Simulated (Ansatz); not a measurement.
**CaF2 (Fm-3m) under pressure**

```
Ca F
1.0
     2.66308    2.66308    0.00000
    -2.66308    2.66308    0.00000
     0.00000    2.66308    2.66308
Ca F
1 2
Direct
  0.00000 0.00000 0.00000
  0.25000 0.75000 0.50000
  0.75000 0.25000 0.50000
```

This is the zero-pressure cell under LDA. Cell and atoms are relaxed by PAW (default files of Ansatz 0.2.0, cutoff 420 eV, stress met within about 0.05 GPa) at each pressure, in this structure whether or not another phase would take over; P is the pressure reached, less that of this cell. Levels come from LDA, all-electron LAPW in Ansatz 0.2.0, scalar-relativistic; k mesh 8×8×8, fixed occupations, basis error target 0.5 meV/atom. Conduction levels are in eV over the valence top (at X), at fixed fractional wave vectors. Zone-centre phonons come from finite displacements by PAW, without the LO-TO term.

| P (GPa) | V/V₀ | Γ | X | L | T1u TO (cm⁻¹) | T2g (cm⁻¹) |
| --- | --- | --- | --- | --- | --- | --- |
| -1.96 | 1.0205 | 7.242 | 8.025 | 9.504 | 263.0 | 327.8 |
| 0.00 | 1.0000 | 7.366 | 8.076 | 9.589 | 277.4 | 338.9 |
| 2.00 | 0.9812 | 7.485 | 8.124 | 9.668 | 291.1 | 349.5 |
| 4.00 | ? | ? | ? | ? | ? | ? |
| 7.00 | 0.9415 | 7.748 | 8.226 | 9.838 | 321.2 | 373.3 |
| 10.00 | 0.9213 | 7.890 | 8.279 | 9.926 | 337.2 | 386.2 |
| 15.01 | 0.8920 | 8.105 | 8.356 | 10.057 | 361.6 | 406.2 |

Task: Fit the third-order Birch-Murnaghan equation to the rows shown.

Result: With f = [(V₀/V)^(2/3) − 1]/2, the normalised pressure F = P/[3f(1 + 2f)^(5/2)] is 100.7 GPa at f = -0.0067, 101.7 GPa at f = 0.0064, 103.0 GPa at f = 0.0205, 103.5 GPa at f = 0.0281, 104.5 GPa at f = 0.0396. The line F = B₀[1 + (3/2)(B′ − 4)f] gives B₀ = 101.2 GPa and B′ = 4.5.

Task: What are the volume deformation potentials and pressure coefficients of these levels at zero pressure?

Result: 

| level | dE/dlnV (eV) | dE/dP = −(dE/dlnV)/B₀ (meV/GPa) | mean slope up to 2.0 GPa (meV/GPa) |
| --- | --- | --- | --- |
| Γ | -6.19 | 61.2 | 59.0 |
| X | -2.52 | 24.9 | 23.8 |
| L | -4.18 | 41.3 | 39.4 |

dE/dlnV is the slope of a cubic fit in ln V at V₀. The last column is read from two rows and shows how the slope bends with pressure.

Task: What mode Grüneisen parameters follow?

Result: γ = −d ln ω/d ln V at V₀ from a quadratic fit in ln V: T1u 2.57, T2g 1.63.

Task: What belongs in the row at 4.00 GPa?

Result: The fits give V/V₀ = 0.9643 and Γ = 7.595 eV. Computed: V/V₀ = 0.9643, Γ = 7.595, X = 8.167, L = 9.740, T1u TO (cm⁻¹) = 303.7, T2g (cm⁻¹) = 359.4.

Limits of these numbers: no other phase was computed; many crystals of this kind change structure within this range, and rows or crossings beyond such a change describe a metastable lattice; the frozen-core PAW files of the relaxations were fitted under PBE, their cores solved anew for this functional; semilocal gaps are low, and the spacing of valleys can be off by tenths of an eV; levels are read at fixed fractional k, so an edge that moves off these points is missed.
